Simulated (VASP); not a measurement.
# GaSb (F-43m) in VASP: further runs, part 2 of 2

VASP 6.6.1. The steps go on from the part before.

### 4 Relaxation of cell and atoms, BLYP+D4

This run uses another cell than the first one, of 28.62 Å³/atom, 0.893 times its volume.

Contents of INCAR:

```
PREC     = Accurate       # precision mode
ENCUT    = 600            # plane-wave cutoff, eV
EDIFF    = 1E-6           # SCF threshold, eV
ISMEAR   = -1             # smearing method
SIGMA    = 0.05           # smearing width, eV
LREAL    = F              # projectors in reciprocal space
LASPH    = T              # aspherical terms in the spheres
NELM     = 80             # most SCF steps
ALGO     = Normal         # electronic algorithm
ISIF     = 3              # what is computed and relaxed
LWAVE    = F              # write WAVECAR
LCHARG   = F              # write CHGCAR
GGA      = B5             # functional
ALDAX    = 1.0          
AGGAX    = 1.0          
AGGAC    = 1.0          
ALDAC    = 0.0          
IVDW     = 13             # dispersion correction
VDW_S6   = 1.0          
VDW_S8   = 2.34076671   
VDW_A1   = 0.44488865   
VDW_A2   = 4.0933009    
IBRION   = 2              # ionic algorithm
NSW      = 80             # ionic steps
EDIFFG   = -0.01          # ionic threshold
```

Contents of KPOINTS:

```
regular mesh
0
Gamma
  8 8 8
```

Contents of POSCAR:

```
GaSb
1.0
    0.0000000000      3.0590000000      3.0590000000
    3.0590000000      0.0000000000      3.0590000000
    3.0590000000      3.0590000000      0.0000000000
Sb Ga
1 1
Direct
    0.7500000000      0.7500000000      0.7500000000
    0.0000000000      0.0000000000      0.0000000000
```

Potentials or basis: VASP PAW PBE potentials, release 64 (Sb, Ga_d).

Command:

```console
> cat potpaw_PBE.64/Sb/POTCAR potpaw_PBE.64/Ga_d/POTCAR > POTCAR
> mpirun -np 1 vasp_std > vasp.out
```

OUTCAR:

```text
PREC = Accurate
   ENCUT = 600
   EDIFF = 1E-6
   ISMEAR = -1
   LREAL = F
   LASPH = T
   NELM = 80
   ISIF = 3
   GGA = B5
   IVDW = 13
   IBRION = 2
   NSW = 80
   EDIFFG = -0.01

 ion  position               nearest neighbor table
   1  0.750  0.750  0.750-   2 2.65   2 2.65   2 2.65   2 2.65
   2  0.000  0.000  0.000-   1 2.65   1 2.65   1 2.65   1 2.65

  LATTYP: Found a face centered cubic cell.
 ALAT       =     6.1180000000

  Lattice vectors:

 A1 = (   0.0000000000,   3.0590000000,   3.0590000000)
 A2 = (   3.0590000000,   0.0000000000,   3.0590000000)
 A3 = (   3.0590000000,   3.0590000000,   0.0000000000)

Analysis of symmetry for initial positions (statically):
=====================================================================
 Subroutine PRICEL returns:
 Original cell was already a primitive cell.

 Routine SETGRP: Setting up the symmetry group for a
 face centered cubic supercell.

 Subroutine GETGRP returns: Found 24 space group operations
 (whereof 24 operations were pure point group operations)
 out of a pool of 48 trial point group operations.

The static configuration has the point symmetry T_d .

Analysis of symmetry for dynamics (positions and initial velocities):
=====================================================================
 Subroutine PRICEL returns:
 Original cell was already a primitive cell.

 Routine SETGRP: Setting up the symmetry group for a
 face centered cubic supercell.

 Subroutine GETGRP returns: Found 24 space group operations
 (whereof 24 operations were pure point group operations)
 out of a pool of 48 trial point group operations.

The dynamic configuration has the point symmetry T_d .

 Subroutine INISYM returns: Found 24 space group operations
 (whereof 24 operations are pure point group operations),
 and found     1 'primitive' translations

----------------------------------------------------------------------------------------

                                     Primitive cell

  volume of cell :      57.2491

  direct lattice vectors                    reciprocal lattice vectors
     0.000000000  3.059000000  3.059000000    -0.163452109  0.163452109  0.163452109
     3.059000000  0.000000000  3.059000000     0.163452109 -0.163452109  0.163452109
     3.059000000  3.059000000  0.000000000     0.163452109  0.163452109 -0.163452109

  length of vectors
     4.326079287  4.326079287  4.326079287     0.283107357  0.283107357  0.283107357

  position of ions in fractional coordinates (direct lattice)
     0.750000000  0.750000000  0.750000000
     0.000000000  0.000000000  0.000000000

  ion indices of the primitive-cell ions
   primitive index   ion index
                 1           1
                 2           2

----------------------------------------------------------------------------------------

 KPOINTS: regular mesh

Automatic generation of k-mesh.
 Grid dimensions read from file:
 generate k-points for:    8    8    8

 Generating k-lattice:

  Cartesian coordinates                     Fractional coordinates (reciprocal lattice)
    -0.020431514  0.020431514  0.020431514     0.125000000  0.000000000  0.000000000
     0.020431514 -0.020431514  0.020431514     0.000000000  0.125000000  0.000000000
     0.020431514  0.020431514 -0.020431514     0.000000000  0.000000000  0.125000000

  Length of vectors
     0.035388420  0.035388420  0.035388420

  Shift w.r.t. Gamma in fractional coordinates (k-lattice)
     0.000000000  0.000000000  0.000000000

 Subroutine IBZKPT returns following result:
 ===========================================

 Found     29 irreducible k-points:

 Following reciprocal coordinates:
            Coordinates               Weight
  0.000000  0.000000  0.000000      1.000000
  0.125000  0.000000  0.000000      8.000000
  0.250000  0.000000  0.000000      8.000000
  0.375000  0.000000  0.000000      8.000000
  0.500000  0.000000  0.000000      4.000000
  0.125000  0.125000  0.000000      6.000000
[... 16 lines left out ...]
  0.500000  0.250000  0.125000     48.000000
 -0.375000  0.250000  0.125000     24.000000
 [... further k-points ...]
   k-points           NKPTS =     29   k-points in BZ     NKDIM =     29   number of bands    NBANDS=     13
   number of dos      NEDOS =    301   number of ions     NIONS =      2
   total plane-waves  NPLWV =  46656
   dimension x,y,z NGX =    36 NGY =   36 NGZ =   36
   dimension x,y,z NGXF=    72 NGYF=   72 NGZF=   72
   ions per type =               1   1
   NGX,Y,Z   is equivalent  to a cutoff of  13.83, 13.83, 13.83 a.u.
   NGXF,Y,Z  is equivalent  to a cutoff of  27.67, 27.67, 27.67 a.u.
 SYSTEM =  unknown system
   PREC   = accura    normal or accurate (medium, high low for compatibility)
   ISTART =      0    job   : 0-new  1-cont  2-samecut
   ICHARG =      2    charge: 1-file 2-atom 10-const
   ISPIN  =      1    spin polarized calculation?
   LNONCOLLINEAR =      F non collinear calculations
   LSORBIT =      F    spin-orbit coupling
   LASPH  =      T    aspherical Exc in radial PAW
   ENCUT  =  600.0 eV  44.10 Ry    6.64 a.u.   8.64  8.64  8.64*2*pi/ulx,y,z
   NELM   =     80;   NELMIN=  2; NELMDL= -5     # of ELM steps
   EDIFF  = 0.1E-05   stopping-criterion for ELM
   LREAL  =      F    real-space projection
   EDIFFG = -.1E-01   stopping-criterion for IOM
   NSW    =     80    number of steps for IOM
   IBRION =      2    ionic relax: 0-MD 1-quasi-New 2-CG
   NFREE  =      1    steps in history (QN), initial steepest desc. (CG)
   ISIF   =      3    stress and relaxation
   ISYM   =      2    0-nonsym 1-usesym 2-fastsym
   POTIM  = 0.5000    time-step for ionic-motion
   TEBEG  =    0.0;   TEEND  =   0.0 temperature during run
   PSTRESS=    0.0 pullay stress
   NELECT =      18.0000    total number of electrons
   NUPDOWN=      -1.0000    fix difference up-down
   EMIN   =  10.00;   EMAX   =-10.00  energy-range for DOS
   EFERMI =   0.00;   METHOD = LEGACY
   ISMEAR =    -1;   SIGMA  =   0.05  broadening in eV -4-tet -1-fermi 0-gaus
   EFERMI_NEDOS =   21; number of points for ismear=-14 and -15
   IALGO  =     38    algorithm
   IMIX   =      4    mixing-type and parameters
     AMIX     =   0.40;   BMIX     =  1.00
     AMIX_MAG =   1.60;   BMIX_MAG =  1.00
  volume/ion in A,a.u.               =      28.62       193.17
  Fermi-wavevector in a.u.,A,eV,Ry     =   1.113208  2.103657 16.860766  1.239231
  Thomas-Fermi vector in A             =   2.249790
   LORBIT       =      0    0 simple, 1 ext, 2 COOP (PROOUT), +10 PAW based schemes
   GGA     = B5    functional components
   LHFCALC =     F    Hartree Fock is set to
   AEXX    =    0.0000 exact exchange contribution
   IVDW    =    13    specifies the selected vdW correction
   LEPSILON=     F    determine dielectric tensor
   LRPA    =     F    only Hartree local field effects (RPA)
 conjugate gradient relaxation of ions
 non-spin polarized calculation
  energy-cutoff  :      600.00
  volume of cell :       57.25
 maximum number of plane-waves:      1926
   NGX = 17   NGY = 17   NGZ = 17

--------------------------------------- Ionic step        1  -------------------------------------------

 number of electron      18.0000006 magnetization

 Free energy of the ion-electron system (eV)
  ---------------------------------------------------
  ext. energy  EPLUGINS =         0.00000000
  ---------------------------------------------------
  free energy    TOTEN  =        -6.01060991 eV

  energy without entropy =       -6.01012864  energy(sigma->0) =       -6.01036927

 E-fermi :   5.3449     XC(G=0):  -8.5164

 val. band max:        5.3028139043   @ k =   0.0000   0.0000   0.0000
 cond. band min:       5.6952595478   @ k =   0.5000   0.0000   0.0000
 fundamental gap:      0.3924456434
 Fermi energy:         5.3448903989

 k-point     1 :       0.0000    0.0000    0.0000
  band No.  band energies     occupation
      1      -9.8004      2.00000
      2      -9.8004      2.00000
      3      -9.8004      2.00000
      4      -9.7501      2.00000
      5      -9.7501      2.00000
      6      -6.1846      2.00000
      7       5.1885      1.91607
      8       5.3028      1.39758
      9       5.3028      1.39758
     10       5.3028      1.39757
     11       8.1065      0.00000
     12       8.1065      0.00000
     13       8.1065      0.00000
[... 445 lines left out ...]
  energy  without entropy=       -7.6013597534  energy(sigma->0) =       -7.60159796

--------------------------------------- Ionic step        3  -------------------------------------------

 number of electron      18.0000002 magnetization

 Free energy of the ion-electron system (eV)
  ---------------------------------------------------
  ext. energy  EPLUGINS =         0.00000000
  ---------------------------------------------------
  free energy    TOTEN  =        -6.03266161 eV

  energy without entropy =       -6.03218616  energy(sigma->0) =       -6.03242389

 E-fermi :   5.2207     XC(G=0):  -8.4669

 val. band max:        5.1807044524   @ k =   0.0000   0.0000   0.0000
 cond. band min:       5.5481437470   @ k =   0.5000   0.0000   0.0000
 fundamental gap:      0.3674392947
 Fermi energy:         5.2206546927

 k-point     1 :       0.0000    0.0000    0.0000
  band No.  band energies     occupation
      1      -9.8991      2.00000
      2      -9.8991      2.00000
      3      -9.8991      2.00000
      4      -9.8506      2.00000
      5      -9.8506      2.00000
      6      -6.2256      2.00000
      7       4.9820      1.98323
      8       5.1807      1.37953
      9       5.1807      1.37953
     10       5.1807      1.37952
     11       7.9870      0.00000
     12       7.9870      0.00000
     13       7.9870      0.00000
[... 401 lines left out ...]
  FREE ENERGIE OF THE ION-ELECTRON SYSTEM (eV)
  ---------------------------------------------------
  free  energy   TOTEN  =        -7.6019230229 eV

  energy  without entropy=       -7.6014475745  energy(sigma->0) =       -7.60168530

 reached required accuracy - stopping structural energy minimisation
```

Run time: 54 s. Hardware: 1 thread of Intel Xeon 6975P-C (Granite Rapids), shared host; peak memory 0.21 GiB.

What came out:

```
Free energy                            : -7.6019 eV
Relaxed volume                         : 28.97 Å³/atom
Relaxed cell                           : a = 4.343 Å, b = 4.343 Å, c = 4.343 Å, α = 60.00°, β = 60.00°, γ = 60.00°
Space group after relaxing (to 0.05 Å) : F-43m (No. 216)
Energy gained by relaxing              : 0.6 meV/atom
Ionic steps                            : 3
Pressure after relaxing                : 0.0 GPa
Band gap on the k mesh                 : zero (filled and empty bands touch)
Dispersion energy per atom             : -0.785 eV
```

The path:
```csv
step,energy change (eV),largest force (eV/Å),pressure (GPa),volume (Å³)
1,0.0000,0.0000,0.57,57.25
2,-0.0012,0.0000,-0.14,58.10
3,-0.0012,0.0000,-0.02,57.93
```

Final structure:
```yaml
crystal:
  lattice:
    - [0.00000, 3.07111, 3.07111]
    - [3.07111, 0.00000, 3.07111]
    - [3.07111, 3.07111, 0.00000]
  atoms:
    - { symbol: Sb, position: [0.75000, 0.75000, 0.75000] }
    - { symbol: Ga, position: [0.00000, 0.00000, 0.00000] }
```

Levels at points of the mesh, in eV from the Fermi level:
```csv
k point,band 5,band 6,band 7,band 8,band 9,band 10,band 11,band 12,band 13
"(0.00, 0.00, 0.00)",-15.07,-11.45,-0.24,-0.04,-0.04,-0.04,2.77,2.77,2.77
"(0.50, 0.00, 0.00)",-15.07,-9.87,-6.35,-1.17,-1.17,0.33,3.77,3.77,6.66
"(0.50, 0.50, 0.00)",-15.07,-9.06,-6.84,-2.55,-2.55,0.96,1.38,8.50,8.50
```

Caveat: the PAW data sets were made with another functional, which shifts forces and pressure a little; spin-orbit coupling is left out, which moves the levels of the heavy elements; pairwise dispersion overbinds metals, which lowers pressure and volume.

### 5 Overview

```tsv
task	level	cell	cutoff (eV)	gap on the mesh (eV)	pressure (GPa)	relaxed volume (Å³/atom)
single point	BLYP	a = 4.493 Å, angles 60.0°, 2 atoms	520	none	0.1	-
relaxation of cell and atoms	BLYP	relaxed from a = 4.326 Å, angles 60.0°, 2 atoms	600	none	0.0	32.13
relaxation of cell and atoms	BLYP+D4	relaxed from a = 4.326 Å, angles 60.0°, 2 atoms	600	none	0.0	28.97
```

Alike in all rows: potentials or basis VASP PAW PBE potentials, release 64 (Sb, Ga_d); no spin polarisation; k mesh 8 × 8 × 8; smearing fermi-dirac 0.05 eV.

Caveats: the PAW data sets were made with another functional, which shifts forces and pressure a little; spin-orbit coupling is left out, which moves the levels of the heavy elements; the volume moved by +12 % from the deposited cell, more than functionals usually miss (some runs); pairwise dispersion overbinds metals, which lowers pressure and volume (some runs).

Total energies depend on the potentials used, so only differences within one code and one set of settings carry meaning.

### 6 How close it comes

Step 2. A measured gap of GaSb is 0.811 eV (direct; 4.2 K; a printed reference work, data compilation); the calculated 0.00 eV misses it by -0.81 eV. Spin-orbit coupling on Ga, Sb is left out. The value is that of BLYP on a finite k mesh, which can miss the band edges, without temperature or zero-point motion. Semilocal functionals fall short of measured gaps as a rule.
